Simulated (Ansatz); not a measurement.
## PbSe: what symmetry allows forces and stress to be

```
Pb Se
1.0
     0.00000   11.89502    3.26594
     3.20490    0.02863    3.15601
     3.20490   11.86639    0.10993
Pb Se
2 2
Direct
  0.18545 0.79820 0.20180
  0.82825 0.21600 0.78400
  0.69301 0.30724 0.69276
  0.25929 0.64456 0.35544
```

Method: DFT PBEsol, scalar-relativistic, plane waves, PAW in Ansatz.

Plane waves to 420 eV, a k mesh through Γ of 6×6×6 on the computed 4-atom cell and Gaussian smearing (0.02 eV); no spin polarisation.

This distorted cell has space group Cm, with 2 operations.

Task: Without a calculation: in which directions can each atom feel a force?

Result: A force must be left unchanged by every operation that keeps its atom in place, so it lies in the space that those operations leave fixed. Atoms that the group maps onto each other feel forces of one size.
```json
{"atom": "Pb1", "site symmetry": "m", "operations at the site": "2", "equivalent to atom": "1", "allowed force (Cartesian)": "in the plane normal to (1.00, 0.00, 0.00)"}
{"atom": "Pb2", "site symmetry": "m", "operations at the site": "2", "equivalent to atom": "2", "allowed force (Cartesian)": "in the plane normal to (1.00, 0.00, 0.00)"}
{"atom": "Se3", "site symmetry": "m", "operations at the site": "2", "equivalent to atom": "3", "allowed force (Cartesian)": "in the plane normal to (1.00, 0.00, 0.00)"}
{"atom": "Se4", "site symmetry": "m", "operations at the site": "2", "equivalent to atom": "4", "allowed force (Cartesian)": "in the plane normal to (1.00, 0.00, 0.00)"}
```

That leaves 8 independent force components of 12, tied by 2 conditions that the forces sum to zero, so 6 remain. A relaxation in this cell that keeps the symmetry moves the atoms in these directions alone.

Task: And the stress tensor?

Result: It must be invariant under the point group, which leaves 4 independent components: xz, xy vanish.

Task: Do the computed values obey this?

Result: Yes. Forces (eV/Å):
```
Pb1  0.000 -0.321  0.117
Pb2  0.000  0.478 -0.768
Se3  0.000 -0.516 -0.240
Se4  0.000  0.359  0.890
```

Stress (GPa, compression positive, xx yy zz yz xz xy): -2.16 1.51 0.08 0.24 0.00 0.00. The program imposes the same operations on density, forces and stress, so this confirms the analysis and is no independent test of the calculation.

Spin–orbit coupling is left out, which can shift energies with elements as heavy as these. The cell holds layers, and where no dispersion correction was added their binding is poorly described.

This form isn't the usual stable structure of the compound.